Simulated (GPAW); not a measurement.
# Pb (C2/m) in GPAW: single point with PBE

Aim: the single point of Pb with PBE.

Everything below comes from runs of GPAW 26.7.0. Logs are shortened: lines on timing, memory, paths and dates and some standing lists are left out, and cuts for length are marked. The log counts tension as positive stress, the text compression.

**1. The structure**

The structure is monoclinic, space group C2/m (No. 12). Conventional cell: a = 6.077 Å, b = 3.501 Å, c = 6.452 Å, α = 90.00°, β = 109.14°, γ = 90.00°. Pb (site symmetry m) has 10 Pb at 3.34 to 3.51 Å as nearest neighbours.

This isn't the form of Pb at room conditions, which is fcc.

**2. Single point, PBE**

The input, run.py:

```python
from ase.dft.bandgap import bandgap
from ase.io import read, write
from ase.units import GPa
from gpaw import GPAW, PW

atoms = read('POSCAR')

calc = GPAW(mode=PW(450),
            xc='PBE',
            kpts={'size': (7, 7, 4), 'gamma': True},
            occupations={'name': 'fermi-dirac', 'width': 0.05},
            nbands=24,
            maxiter=120,
            txt='gpaw.txt')
atoms.calc = calc
energy = atoms.get_potential_energy()
forces = atoms.get_forces()
stress = atoms.get_stress()
calc.write('gs.gpw')
write('result.traj', atoms)
print(f'Energy: {energy:.6f} eV')
print('Forces (eV/A):')
print(forces.round(4))
print('Stress (GPa):', (stress / GPa).round(3))
print('Fermi level:', round(calc.get_fermi_level(), 4), 'eV')
print(f'Gap: {bandgap(calc)[0]:.4f} eV, direct: {bandgap(calc, direct=True)[0]:.4f} eV')
```

The input, POSCAR:

```
Pb
1.0
    3.0386068135     -1.7503199600      0.0000000000
    3.0386068135      1.7503199600      0.0000000000
   -2.1154626375      0.0000000000      6.0952248674
Pb
2
Direct
    0.9085084100      0.9085084100      0.7262922000
    0.0914915900      0.0914915900      0.2737078000
```

Potentials or basis: GPAW PAW data sets (gpaw-data 1.2.1), pw.

Run with:

```
$ OMP_NUM_THREADS=1 python run.py
```

gpaw.txt:

```text
__  _  _
 | _ |_)|_||  |
 |__||  | ||/\| - 26.7.0

Input parameters:
  mode=PW(ecut=450.00000000000006),
  kpts=MonkhorstPack(size=(7, 7, 4), gamma=True),
  maxiter=120,
  nbands=24,
  occupations=Occupations(name='fermi-dirac', width=0.05),
  xc=XC(name='PBE')

Diagonalizing LCAO Hamiltonian
Converting LCAO to pw mode

                 Pb

       Pb

Atoms  # Å, Bohr magnetons
|   | symbol |         x |        y |        z |    initial magnetic moments |
|---|--------|-----------|----------|----------|-----------------------------|
| 0 |     Pb |  3.984756 | 0.000000 | 4.426914 | ( 0.0000,  0.0000,  0.0000) |
| 1 |     Pb | -0.023005 | 0.000000 | 1.668311 | ( 0.0000,  0.0000,  0.0000) |

Unit cell  # Å
| periodic |         x |         y |        z |  lengths |     angles |
|----------|-----------|-----------|----------|----------|------------|
|      yes |  3.038607 | -1.750320 | 0.000000 | 3.506672 | 106.506081 |
|      yes |  3.038607 |  1.750320 | 0.000000 | 3.506672 | 106.506081 |
|      yes | -2.115463 |  0.000000 | 6.095225 | 6.451895 |  59.886219 |

Number of symmetries: 4
Symmetry operations  # r_c * U_cc + t_c -> r_c
|   | kind |            matrix            |
|---|------|------------------------------|
| 0 |  E   |  1, 0, 0,  0, 1, 0,  0, 0, 1 |
| 1 |  σ   |  0, 1, 0,  1, 0, 0,  0, 0, 1 |
| 2 |  C2  |  0,-1, 0, -1, 0, 0,  0, 0,-1 |
| 3 |  i   | -1, 0, 0,  0,-1, 0,  0, 0,-1 |

BZ-sampling:
  Number of BZ points: 196
  Number of IBZ points: 60

  Monkhorst-Pack size: [7, 7, 4]
  Monkhorst-Pack shift: [0.0, 0.0, 0.125]

K-points  # in reciprocal-cell coordinates
|     |                                coordinates |     weight |
|-----|--------------------------------------------|------------|
|   0 | (  0.00000000,   0.00000000,   0.00000000) | 0.00510204 |
|   1 | (  0.00000000,   0.00000000,   0.25000000) | 0.01020408 |
|   2 | (  0.00000000,   0.00000000,   0.50000000) | 0.00510204 |
|   3 | (  0.14285714,  -0.14285714,   0.00000000) | 0.01020408 |
|   4 | (  0.14285714,  -0.14285714,   0.25000000) | 0.02040816 |
|   5 | (  0.14285714,  -0.14285714,   0.50000000) | 0.01020408 |
|   6 | (  0.14285714,   0.00000000,  -0.25000000) | 0.02040816 |
|   7 | (  0.14285714,   0.00000000,   0.00000000) | 0.02040816 |
|   8 | (  0.14285714,   0.00000000,   0.25000000) | 0.02040816 |
|   9 | (  0.14285714,   0.00000000,   0.50000000) | 0.02040816 |
| ... |                                            |            |
|  59 | (  0.42857143,   0.42857143,   0.50000000) | 0.01020408 |

Plane wave coefficients: 1422
Cutoff: 450.00000000000006 eV

Spin-components: 1 (collinear spins)
Bands:           24
Projectors:      12
Spin-degeneracy: 2
Datatype:        complex128

Parallelization:
  kpt:    1
  domain: 1
  band:   1

Density:
  Valence electrons: 28.0
  Components: 1
  Grid points: [18 18 32]
  Charge: 0.0  # |e|

Potential:
  Grid points: [18 18 32]

species:
  Pb:
    name:    Lead
    Z:       82.0
    valence: 14
    core:    68
    charge:  0.0  # [|e|]
    compensation charges:
      type: gauss
      rc: 0.38  # [Å]
      lmax: 2
    cutoffs:
      filter: 2.36  # [Å]
      core: 2.43  # [Å]
    projectors
    | kind |    occ | energy [eV] | rcut [Å] |
    |------|--------|-------------|----------|
    |   6s |  2.000 |     -11.969 |    1.259 |
    |   6p |  2.000 |      -3.506 |    1.275 |
    |   5d | 10.000 |     -21.211 |    1.217 |
    |    s |        |      15.243 |    1.259 |
    |    p |        |      23.705 |    1.275 |
    |    d |        |       6.001 |    1.217 |

    Using partial waves for Pb as LCAO basis

Reference energy: -1134548.926728  # eV

eigensolver:
  PPCG
  Converge bands: occupied
  niter=2

density mixing:
  MSR1-Mixer
  Pratt-step length: 0.05
  Maximum mixing coefficient: 0.75
  Old densities: 10
  SVD Regularization: 0.005
  Good broyden scale: 1.0
  Trust region scale: 1.0
  Backstep threshold: 4.0
  History deletion threshold: 6.0
  Fourier metric: weight=20.0, sigma=0.015

occupation numbers:
  Fermi-Dirac:
    width: 0.0500  # eV

poisson solver:
  ecut: 3600.0000000000005  # eV

xc functional:
  name: PBE with 2 nearest neighbor stencil

convergence criteria:
- Maximum [total energy] change in last 3 cyles: 0.0005 eV / valence electron
- Maximum integral of absolute [dens]ity change: 0.0001 electrons / valence electron
- Maximum integral of absolute [eigenst]ate change: 4e-08 eV^2 / valence electron
maximum number of iterations: 120

SCF iterations
|iter     | |      energy | eigst |  dens |
|---------|-|-------------|-------|-------|
|iter:   1| |   -7.489652 | -0.24 |       |
|iter:   2| |   -7.490568 | -2.15 | -1.79 |
|iter:   3| |   -7.465124 | -2.48 | -1.82 |
|iter:   4| |   -7.465451 | -3.44 | -2.29 |
|iter:   5| |   -7.465829c| -4.19 | -2.67 |
|iter:   6| |   -7.465746c| -4.75 | -3.14 |
|iter:   7| |   -7.465749c| -6.15 | -3.89 |
|iter:   8| |   -7.465749c| -7.13 | -4.42c|
|iter:   9| |   -7.465749c| -7.98c| -5.04c|

Converged in 9 steps
Energy contributions relative to reference atoms: (reference = -1134548.926728)

Energy contributions:
  Kinetic:          16.935587
  Coulomb:         -17.243540
  Zero:              0.082900
  External:          0.000000
  Xc:               -7.236631
  Entropy:          -0.008130
  Spinorbit:         0.000000
  ----------------------------
  Free energy:      -7.469815
  Extrapolated:     -7.465749

dipole moment: (0.000006, -0.000000, 0.000009)  # |e|*Ang

Fermi level: 6.926
Eigenvalues  # (at kpt = [0.000, 0.000, 0.000])
| band index |      eig [eV] | occ [0-2] |
|------------|---------------|-----------|
|          0 |       -10.281 |     2.000 |
|        ... |               |           |
|          5 |       -10.146 |     2.000 |
|          6 |       -10.033 |     2.000 |
|          7 |       -10.026 |     2.000 |
|          8 |        -9.991 |     2.000 |
|          9 |        -9.980 |     2.000 |
|         10 |        -4.586 |     2.000 |
|         11 |        -1.485 |     2.000 |
|         12 |         2.841 |     2.000 |
|         13 |        13.029 |     0.000 |
|         14 |        13.208 |     0.000 |
|         15 |        13.258 |     0.000 |
|         16 |        13.321 |     0.000 |
|         17 |        13.438 |     0.000 |
|         18 |        16.094 |     0.000 |
|         19 |        16.175 |     0.000 |
|         20 |        16.872 |     0.000 |
|        ... |               |           |
|         23 |        18.808 |     0.000 |

No gap
No difference between direct/indirect transitions

Forces  # eV/Ang
|        x |       y |        z |
|----------|---------|----------|
|  0.02366 | 0.00000 |  0.07250 |  # Pb   0
| -0.02366 | 0.00000 | -0.07250 |  # Pb   1

Stress tensor  # eV/Ang^3
|         x |        y |         z |
|-----------|----------|-----------|
|  0.007640 | 0.000000 | -0.001876 |
|  0.000000 | 0.005708 |  0.000000 |
| -0.001876 | 0.000000 | -0.013296 |

# Writing to gs.gpw (mode='')
```

Run time: 35 s. Hardware: 1 thread of Arm Neoverse V1, shared host; peak memory 0.18 GiB.

Results:

- Free energy: -7.4698 eV
- Pressure: 0.0 GPa
- Largest force: 0.076 eV/Å
- Band gap on the k mesh: none (metal or under the smearing width)

Forces on the atoms (eV/Å):
```
Pb   0.024  0.000  0.073
Pb  -0.024  0.000 -0.073
```

Caveat: the cutoff is short for stress and forces, so pressures can be off by a GPa or more. Spin-orbit coupling is left out, which matters for the levels of Pb.
